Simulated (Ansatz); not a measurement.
# Stack of 1T-PtSe2 under 1T-SnSSe, upper layer turned by 180° in a perpendicular field, part 2 of 2

Aim: how the stack of 1T-PtSe2 under 1T-SnSSe, upper layer turned by 180° screens a field along its normal, and what the field does to its bands. A positive field points along +c.

Ansatz 0.2.0; plane-wave DFT, PBE-D3(BJ), Ansatz PAW.

So far. Step 2 (Relaxing the slab): The lattice constant a goes from 3.768 to 3.740 Å.

## Step 3: Single point, field 0, start network

A sawtooth potential applies the field, turning back in the middle of the vacuum. With the dipole correction the typed value is the field outside the slab. The induced dipole is small, so the SCF threshold is tight.

The cell differs from the one that the last finished run ended in (c 45.816 → 26.449 Å).

The input, input.yaml:

```yaml
crystal:
  lattice:
    - [3.7395384499, 0.0, 0.0]
    - [-1.8697692249, 3.238535296, 0.0]
    - [0.0, 0.0, 26.4493225516]
  atoms:
    - { symbol: Se, position: [0.6666666667, 0.3333333333, 0.3402733655] }
    - { symbol: Pt, position: [0.0, 0.0, 0.3899639042] }
    - { symbol: Se, position: [0.3333333333, 0.6666666667, 0.4387399943] }
    - { symbol: Se, position: [0.6666666667, 0.3333333333, 0.5430227002] }
    - { symbol: Sn, position: [0.3333333333, 0.6666666667, 0.6045273231] }
    - { symbol: S, position: [0.0, 0.0, 0.6597266345] }
kpoints:
  mp_grid: { grid: [12, 12, 1] }
  band_path:
    path: [[0, 0, 0], [0.5, 0, 0], [0.33333333, 0.33333333, 0], [0, 0, 0]]
    npoints: 16
hamiltonian:
  xc: pbe
  dispersion: d3bj
scf:
  occupations: { method: fermi_dirac, width: 0.02585 }
  convergence: { dr2_threshold: 1.0e-10 }
efield:
  axis: 3
  dipole_correction: true
  ramp_position: 0.97
  ramp_width: 0.06
  amplitude: 0
output:
  dos: { projected: true, e_range: [-6, 5] }
  write_potential: true
  write_density: true
  volumetric_format: npy
  elf: true
```

Launch:

```sh
ansatz run input.yaml --threads 2 --pin off --max-ram 3072MiB --backend cpu --events-out ev --progress --plain --runs-dir out
```

Numbers of over 12 decimals in the logs are rounded to 6 here.

Output:

```text
[...]
Crystal: 6 atoms, lattice volume = 320.318 Å³
Basis set: ecut = 420 eV, 6281 PW (Γ)
Bands: 52, of which v1, the nominal top of the filled ones, is band 43 counted from 1 (42 counted from 0)
Symmetry: 6 space group operations
[...]
k-points: 19 of 144 (time reversal used)
[...]
SCF iter   1: F=—  HF=-35860.675338 eV  |F-HF|=—  |Δ(HF+E_count)|=         —  Δρ=1.82e-3  dr2=9.24e-2  ethr=1.77e-3  p=-0.045 e·Å  D=-2.52e-2 V/Å  ΔV_dip=0.67 eV  dr2_dipole=3.57e-2  V_vac-E_F(+/−)=5.69/5.03 eV  ⟨swp⟩=10.0  Hψ=4327  notcnv=0  defer=3
efield: sawtooth ramp at fractional position 0.9700 (set: `efield.ramp_position`, or a place that a band, a saddle search or an elastic batch's reference lends), width 0.0600; the density the first Hamiltonian is built on has a dipole p = -0.045 e·Å; the dipole correction subtracts the counter field D = -2.52e-2 V/Å, which shifts the + side's vacuum level by +0.67 eV against the − side's; the planar-averaged density in the ramp window peaks in size at 9.9e-6 e/Å³
[...]
SCF iter   2: F=—  HF=-35860.694393 eV  |F-HF|=—  |Δ(HF+E_count)|=   1.91e-2  Δρ=3.11e-3  dr2=5.02e-1  ethr=1.07e-4  p=0.037 e·Å  D=2.07e-2 V/Å  ΔV_dip=-0.55 eV  dr2_dipole=2.52e-1  V_vac-E_F(+/−)=5.18/5.73 eV  ⟨swp⟩=3.8  Hψ=1658  notcnv=0  defer=54
[...]
SCF iter  12: F=-35860.658363 eV  HF=-35860.658363 eV  |F-HF|=2.18e-11  |Δ(HF+E_count)|=  5.53e-10  Δρ=1.27e-7  dr2=5.51e-11  ethr=1.00e-12  p=-0.008 e·Å  D=-4.59e-3 V/Å  ΔV_dip=0.12 eV  dr2_dipole=5.05e-12  V_vac-E_F(+/−)=5.50/5.38 eV  ⟨swp⟩=11.4  Hψ=3617  notcnv=0
SCF 1 converged in 12 iterations: F = -35860.658363 eV  dr2 = 5.51e-11
[...]
NSCF: frozen V_eff on 49 k-points
efield: sawtooth ramp at fractional position 0.9700 (kept from the solve that this one continues, or follows in the run), width 0.0600; the density the first Hamiltonian is built on has a dipole p = -0.008 e·Å; the dipole correction subtracts the counter field D = -4.59e-3 V/Å, which shifts the + side's vacuum level by +0.12 eV against the − side's; the planar-averaged density in the ramp window peaks in size at 8.5e-6 e/Å³
[...]
SCF converged after 12 iterations
Free energy (F): -35860.658363 eV
[...]
Internal energy: -35860.657810 eV  (E = F + TS)
E sigma→0 (E₀):  -35860.658086 eV
Entropy (-TS):   -0.000552 eV (-0.092 meV/atom)
Fermi energy:    1.082017 eV
Dipole field:    D = -0.004591 V/Å  (p = -0.008127 e·Å, saw-weighted, corrected)
Work function:   Φ+ = 5.4972 eV   Φ− = 5.3757 eV
Levels:          The Fermi level and band energies are counted from a zero that moves with the ramp; work functions are not
[...]
--- Band table (eV; the first three rows and the last of 19) ---
  k-point 0: bands = [... 39 lower, 0.1903, 0.4132, 0.6839, 0.6839, 2.3370, 3.6534, 3.6534, 3.6594, ... 5 higher]
  k-point 1: bands = [... 39 lower, 0.1765, 0.5223, 0.6894, 0.8044, 2.5443, 3.2025, 3.5423, 4.0680, ... 5 higher]
  k-point 2: bands = [... 39 lower, 0.1031, 0.5001, 0.6242, 0.9577, 2.2725, 2.7864, 3.3417, 4.4816, ... 5 higher]
  k-point 18: bands = [... 39 lower, -0.8476, -0.7484, -0.3059, -0.1861, 2.0507, 2.6401, 2.7949, 5.4234, ... 5 higher]
```

Elapsed: 70 s, on 2 threads of Intel Xeon at 2.50GHz (Skylake/Cascade Lake), shared host; peak memory 0.91 GiB; 2.3 min of CPU time.

Reading the cycles: dr2 is the Hartree energy of the density residual (eV), the measure of convergence; HF is the Harris–Foulkes estimate of the energy, which meets the free energy F at convergence.

This step gave:

| Quantity | Value |
| --- | --- |
| energy at zero smearing | -35860.6581 eV |
| dipole along the normal | -0.008127 e·Å |
| gap along the path | 0.1619 eV |
| smallest direct gap along the path | 1.260 eV |
| step between the vacuum levels | 0.1214 eV |
| ionisation energy, upper face | 5.584 eV |
| electron affinity, upper face | 5.422 eV |
| ionisation energy, lower face | 5.463 eV |
| gap, the smaller of path and mesh | 0.1619 eV |

Running mean over a fixed 2.8 Å (it still follows the layers) of the planar mean; the ramp of the sawtooth is left out. The electron's electrostatic potential energy less the Fermi level by z:

```csv
z (Å),electron's electrostatic potential energy less the Fermi level (eV)
4,5.38
5,5.37
6,5.33
7,4.48
8,1.53
9,-3.81
10,-7.51
11,-6.93
12,-1.88
13,0.146
14,-0.946
15,-3.07
16,-4.21
17,-3.27
18,-0.462
19,3.47
20,5.37
21,5.49
22,5.50
23,5.50
```

The density of states has structure finer than the step of the table below, so its rows give means over 0.2 eV, whole bins alone (the curve runs from -6 to 2.05 eV). Peaks (eV: height): -5.45: 10.1, -5.26: 22.1, -5.01: 12.7, -2.61: 18.2, -1.89: 13.2, -1.78: 10.8, -1.12: 9.48.

The density of states by energy, zero at the Fermi level of the run, which the smearing sets inside the gap; means over each step:

```csv
energy (eV),density of states (states/eV a cell)
-5.8,2.00
-5.6,1.60
-5.4,4.74
-5.2,9.48
-5.0,7.59
-4.8,2.55
-4.6,3.78
-4.4,3.02
-4.2,5.36
-4.0,4.86
-3.8,5.40
-3.6,5.18
-3.4,5.98
-3.2,4.84
-3.0,2.97
-2.8,2.98
-2.6,9.96
-2.4,4.09
-2.2,3.94
-2.0,7.17
-1.8,6.69
-1.6,5.18
-1.4,5.52
-1.2,4.57
-1.0,4.84
-0.8,3.24
-0.6,3.78
-0.4,2.51
-0.2,2.31
0.0,0.0114
0.2,0.542
0.4,0.834
0.6,0.995
0.8,1.37
1.0,2.91
1.2,2.50
1.4,4.43
1.6,3.77
1.8,3.63
```

Projected DOS per atom over height of the atomic layer and energy from the Fermi level. Layers: Se Pt Se Se Sn S from below.

Ten even steps from '_' (0.0 states/eV) to '@' (4.3 states/eV), each cell a mean:
```
--::--______
::::::__..__
________....
________..__
____________
____________
..__::______
--..::______
::..::::__..
::::..--__::
..::..--__==
..::..::__--
..@@....__::
__::__..__..
__--__::..--
..++......::
::++....__..
..::........
..::..______
--%%--......
..==..______
......______
```
Columns: height of the atomic layer (Å) from 9 to 17.4 (not evenly spaced); rows upwards: energy from the Fermi level (eV) from -5.96 to 2.05.

Electronic bands along the path, in eV, zero at the Fermi level of the run, which the smearing sets inside the gap:

```csv
point,band 40,band 41,band 42,band 43,band 44,band 45,band 46,band 47
Γ,-0.89,-0.67,-0.40,-0.40,1.25,2.57,2.57,2.58
halfway,-1.12,-0.94,-0.72,-0.39,1.01,1.31,2.17,3.63
M,-2.25,-2.12,-1.30,-1.23,0.07,2.02,2.32,3.32
halfway,-2.01,-1.82,-1.47,-1.13,0.79,1.62,1.97,4.36
K,-1.93,-1.83,-1.39,-1.27,0.97,1.56,1.71,4.34
halfway,-1.55,-1.24,-0.95,-0.26,1.26,1.54,1.66,4.13
Γ,-0.89,-0.67,-0.40,-0.40,1.25,2.57,2.57,2.58
```

Valence density in the ca plane at fractional y = 0.000, with atoms of Pt and S within 0.2 Å of it. It is the smooth field of the valence electrons, not physical close to the nuclei.

Ten steps, logarithmic in the rise over the least value, from '0' (0 e/Å³) to '9' (11 e/Å³), each cell a mean:
```
00000000000000000001237998631000000000012344
00000000000000000001235776421100000111112344
00000000000000000011223444322110011222112233
00000000000000000012222222222211112232222222
00000000000000000012332222232211122333332211
00000000000000000012222222232211112333222211
00000000000000000011223333322110012222222222
00000000000000000001224565321100001111112234
00000000000000000001236898531000000000012345
00000000000000000001247999731000000000012343
```
Columns run along c (16.0 Å, from fractional 0.06 to 0.67 of the cell), rows up along a (3.7 Å). Atoms in or near the plane, at fractional coordinates: Pt at (0.39, 0.00), S at (0.66, 0.00).

ELF in the ca plane at fractional y = 0.000, with atoms of Pt and S within 0.2 Å of it. It is the smooth field of the valence electrons, not physical close to the nuclei.

Ten even steps from '0' (0.00) to '9' (0.91), each cell a mean:
```
12467764310000000000268626998631000000000000
22345643321000112111258889997520000000000000
44433334442101455432236888864200000000000000
66542235665203677753223444321000000000000000
76642135676213788763222110000000000000000000
76542235665203778753222222100000000000000000
55532234554102566642234676642100000000000000
33334433331001233321247899986310000000000000
12356753210000000000268768998531000000000000
13477775310000000000368405998631000000000000
```
Columns run along c (16.0 Å, from fractional 0.33 to 0.93 of the cell), rows up along a (3.7 Å). Atoms in or near the plane, at fractional coordinates: Pt at (0.39, 0.00), S at (0.66, 0.00).

Electrostatic potential energy in the ca plane at fractional y = 0.000, with atoms of Pt and S within 0.2 Å of it. With pseudopotentials it is smooth inside the atoms' cores, unlike the true potential.

Ten even steps from '0' (-39 eV) to '9' (7 eV), each cell a mean:
```
99999999999999999999971000279999999999999720
99999999999999999999984101589999999999998862
99999999999999999999988667889999999998888887
99999999999999999998888888888899998888877889
99999999999999999998788999878899998788766789
99999999999999999998888999888899998888777789
99999999999999999999888888888999999888888888
99999999999999999999986324789999999999988875
99999999999999999999972000389999999999999730
99999999999999999999960000179999999999999611
```
Columns run along c (16.0 Å, from fractional 0.06 to 0.67 of the cell; values clipped at the 3rd and 97th percentile), rows up along a (3.7 Å). Atoms in or near the plane, at fractional coordinates: Pt at (0.39, 0.00), S at (0.66, 0.00).

The gap is 0.16 eV, with the valence edge 5.58 eV and the conduction edge 5.42 eV under the upper vacuum level. Spin-orbit coupling, left out in this run, matters for the bands of elements this heavy.

## Step 4: Single point, field 0.1 V/Å

Changes to input.yaml since step 3:

```diff
@@ -26,7 +26,6 @@
   dipole_correction: true
-  ramp_position: 0.97
-  ramp_width: 0.06
-  amplitude: 0
+  ramp_position: 0.9527
+  ramp_width: 0.0888
+  amplitude: 0.1
 output:
-  dos: { projected: true, e_range: [-6, 5] }
   write_potential: true
@@ -34,2 +33 @@
   volumetric_format: npy
-  elf: true
```

Output:

```text
[...]
Crystal: 6 atoms, lattice volume = 320.318 Å³
Basis set: ecut = 420 eV, 6281 PW (Γ)
Bands: 52, of which v1, the nominal top of the filled ones, is band 43 counted from 1 (42 counted from 0)
Symmetry: 6 space group operations
[...]
k-points: 19 of 144 (time reversal used)
[...]
k-point 0: bands = [... 39 lower, 0.2039, 0.4024, 0.6607, 0.6607, 2.3571, 3.6282, 3.6282, 3.6770, ... 5 higher]
  k-point 1: bands = [... 39 lower, 0.1910, 0.4946, 0.6663, 0.7929, 2.5628, 3.1797, 3.5171, 4.0867, ... 5 higher]
  k-point 2: bands = [... 39 lower, 0.1184, 0.4669, 0.6017, 0.9426, 2.2600, 2.7957, 3.3166, 4.5054, ... 5 higher]
  k-point 18: bands = [... 39 lower, -0.8352, -0.7262, -0.3274, -0.2095, 2.0501, 2.6171, 2.7888, 5.4382, ... 5 higher]
[key lines of the parts left out:]
SCF converged after 14 iterations
Free energy (F): -35860.660922 eV
Fermi energy:    1.085212 eV
Dipole field:    D = 0.033490 V/Å  (p = 0.059283 e·Å, saw-weighted, corrected)
```

Wall time 73 s (2 threads); peak memory 0.8 GiB.

The dipole is 0.0593 e·Å, 0.0674 e·Å from its value without field, and the gap 0.198 eV.

## Step 5: Single point, field -0.1 V/Å

Changes to input.yaml since step 4:

```diff
@@ -28,3 +28,3 @@
   ramp_width: 0.0888
-  amplitude: 0.1
+  amplitude: -0.1
 output:
```

Output:

```text
[...]
Crystal: 6 atoms, lattice volume = 320.318 Å³
Basis set: ecut = 420 eV, 6281 PW (Γ)
Bands: 52, of which v1, the nominal top of the filled ones, is band 43 counted from 1 (42 counted from 0)
Symmetry: 6 space group operations
[...]
k-points: 19 of 144 (time reversal used)
[...]
k-point 0: bands = [... 39 lower, 0.1779, 0.4234, 0.7051, 0.7051, 2.3184, 3.6435, 3.6763, 3.6763, ... 5 higher]
  k-point 1: bands = [... 39 lower, 0.1633, 0.5480, 0.7105, 0.8149, 2.5269, 3.2233, 3.5651, 4.0511, ... 5 higher]
  k-point 2: bands = [... 39 lower, 0.0890, 0.5307, 0.6448, 0.9714, 2.2823, 2.7795, 3.3646, 4.4590, ... 5 higher]
  k-point 18: bands = [... 39 lower, -0.8595, -0.7686, -0.2866, -0.1643, 2.0498, 2.6611, 2.8018, 5.4093, ... 5 higher]
[key lines of the parts left out:]
SCF converged after 14 iterations
Free energy (F): -35860.662556 eV
Fermi energy:    1.079285 eV
Dipole field:    D = -0.042823 V/Å  (p = -0.075806 e·Å, saw-weighted, corrected)
```

Run time: 74 s. Hardware: 2 threads; peak memory 0.8 GiB; 2.4 min of CPU time.

The dipole is -0.0758 e·Å, -0.0677 e·Å from its value without field, and the gap 0.129 eV.

## Step 6: Response, atoms held

This step: plane-wave DFT, PBE-D3(BJ), Ansatz PAW; response to a field along the normal, atoms held (Ansatz 0.2.0).

The dipoles give the slope, and the difference of two potentials shows where the field is screened.

Numbers from this step:

```
equivalent conductor thickness p/(ε₀AE) : 10.09 Å
distance between the outer atoms        : 8.449 Å
```

Dipole of the cell against applied field:

```csv
applied field (V/Å),dipole of the cell (e·Å)
-0.1000,-0.0758
0.0000,-0.00813
0.1000,0.0593
```

Local field over the applied field, running mean. From the potentials at -0.1 and 0.1 V/Å; running mean over 2.8 Å. Local field over applied field against z:

```csv
z (Å),local field over applied field
4.5,0.997
5.0,0.993
5.5,0.980
6.0,0.951
6.5,0.885
7.0,0.771
7.5,0.623
8.0,0.460
8.5,0.299
9.0,0.163
9.5,0.0709
10.0,0.0253
10.5,0.0158
11.0,0.0337
11.5,0.0672
12.0,0.101
12.5,0.122
13.0,0.129
13.5,0.116
14.0,0.0905
14.5,0.0673
15.0,0.0503
15.5,0.0391
16.0,0.0413
16.5,0.0689
17.0,0.126
17.5,0.226
18.0,0.367
18.5,0.532
19.0,0.692
19.5,0.831
20.0,0.926
20.5,0.972
21.0,0.990
21.5,0.997
22.0,0.999
```

Electrons, planar mean, per unit field. Table of induced electron density by z:

```csv
z (Å),induced electron density (e/Å³ per V/Å)
4.5,9.3e-6
5.0,2.7e-5
5.5,7.7e-5
6.0,2.0e-4
6.5,5.2e-4
7.0,0.00123
7.5,0.00249
8.0,0.00329
8.5,0.00179
9.0,0.00105
9.5,4.4e-4
10.0,-1.4e-4
10.5,-8.5e-5
11.0,5.1e-5
11.5,-6.7e-4
12.0,-7.8e-4
12.5,-7.4e-4
13.0,1.1e-4
13.5,9.8e-4
14.0,6.7e-4
14.5,5.1e-4
15.0,-1.5e-4
15.5,-8.4e-4
16.0,1.5e-4
16.5,6.9e-4
17.0,-5.0e-4
17.5,-0.00121
18.0,-0.00259
18.5,-0.00337
19.0,-0.00197
19.5,-8.2e-4
20.0,-3.0e-4
20.5,-1.0e-4
21.0,-3.2e-5
21.5,-9.9e-6
22.0,-2.9e-6
```

The smaller of the gaps on the path and on the k-mesh, counted as 0 under 0.03 eV. Gap against applied field:

```csv
applied field (V/Å),gap (eV)
-0.1000,0.129
0.0000,0.162
0.1000,0.198
```

By hand: between -0.1 and 0.1 V/Å the dipole changes by 0.1351 e·Å, a slope of 0.6754 e·Å²/V. A perfect conductor of thickness t has p = ε₀AEt, so t = 180.95 × 0.6754 / 12.111 = 10.09 Å (e/ε₀ = 180.95 V·Å, A in Å²).

The induced dipole is that of a conductor 10.09 Å thick.

## Step 7: Summary of results

```yaml
gap_without_field: 0.162 eV
ionisation_energy_upper_face: 5.58 eV
electron_affinity_upper_face: 5.42 eV
step_between_the_vacuum_levels: 0.121 eV
equivalent_conductor_thickness_atoms_held: 10.1 Å
```

What this shows: The induced dipole equals that of a perfect conductor 10.09 Å thick, while the outer atoms lie 8.45 Å apart; an out-of-plane ε follows only once a thickness t is chosen, by 1 − 1/ε = 10.09 Å / t. The two faces differ: the vacuum level above lies 0.12 eV higher than the one below. The gap goes from 0.16 eV to 0.13 eV at -0.1 V/Å. Semilocal functionals give gaps that are too small, and excitons are not included. Spin-orbit coupling is left out, which matters for the bands of elements this heavy.

[Logs are printed without paths, hosts, clocks, repeated set-up lines and the standing remarks that a program may print on its own settings, such as how far it seeks lower states.]

[Hosts, paths, dates, database ids (printed as entryN), source tags and the programs' standing remarks are cut or masked in the printed files.]

[Maps of the electrostatic potential energy from Ansatz leave out the sawtooth potential of an applied field or a dipole correction, so their vacuum need not be flat; planar profiles and work functions include it.]

[The density of states shown here was stored with 400 of the rows of the run's finer table, so its peaks can read low, often by over a quarter, or be missed, and its means over a window can be off by a tenth or more.]
